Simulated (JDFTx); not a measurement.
The system is Ru.

```
Ru
1.0
     2.70580    0.00000    0.00000
    -1.35290    2.34329    0.00000
     0.00000    0.00000    4.28190
Ru
2
Direct
  0.66667 0.33333 0.75000
  0.33333 0.66667 0.25000
```

| Quantity | Value |
| --- | --- |
| Program | JDFTx 1.7.0 (patched build) |
| Task | relaxation of cell and atoms |
| Functional | PBE |
| Potentials or basis | PseudoDojo-SR-PBE-0.5-stringent with smoothed tails |
| Cutoff | 1143 eV |
| Density cutoff | 9143 eV |
| k mesh | 6 × 6 × 3 |
| Occupations | fermi-dirac, width 0.05 eV |
| Spin | no spin polarisation |

At the start: pressure 5.8 GPa; volume 13.57 Å³/atom.

Question: Where does the relaxation end?

Answer: Over 7 steps the energy falls by 5.8 meV/atom and the volume is 13.82 Å³/atom (+1.8 %); space group P6_3/mmc (No. 194, to 0.05 Å).

The path:
| step | energy change (eV) | largest force (eV/Å) | pressure (GPa) | volume (Å³) |
| --- | --- | --- | --- | --- |
| 1 | 0.0000 | 0.0000 | 5.76 | 27.15 |
| 2 | -0.0035 | 0.0000 | 4.63 | 27.24 |
| 3 | -0.0110 | 0.0000 | 0.11 | 27.63 |
| 4 | -0.0115 | 0.0000 | 0.04 | 27.63 |
| 5 | -0.0116 | 0.0000 | 0.02 | 27.64 |
| 6 | -0.0116 | 0.0000 | -0.02 | 27.64 |
| 7 | -0.0116 | 0.0000 | 0.01 | 27.64 |

Final structure:
```cif
data_structure
_symmetry_space_group_name_H-M 'P 1'
_symmetry_Int_Tables_number 1
_cell_length_a 2.7315
_cell_length_b 2.7315
_cell_length_c 4.2775
_cell_angle_alpha 90.000
_cell_angle_beta 90.000
_cell_angle_gamma 120.000
_cell_volume 27.64
loop_
_atom_site_label
_atom_site_type_symbol
_atom_site_fract_x
_atom_site_fract_y
_atom_site_fract_z
_atom_site_occupancy
Ru1 Ru 0.66667 0.33333 0.75000 1
Ru2 Ru 0.33333 0.66667 0.25000 1
```

Caveat: the k mesh is coarse (spacing up to 0.49 Å⁻¹), so the values aren't converged.
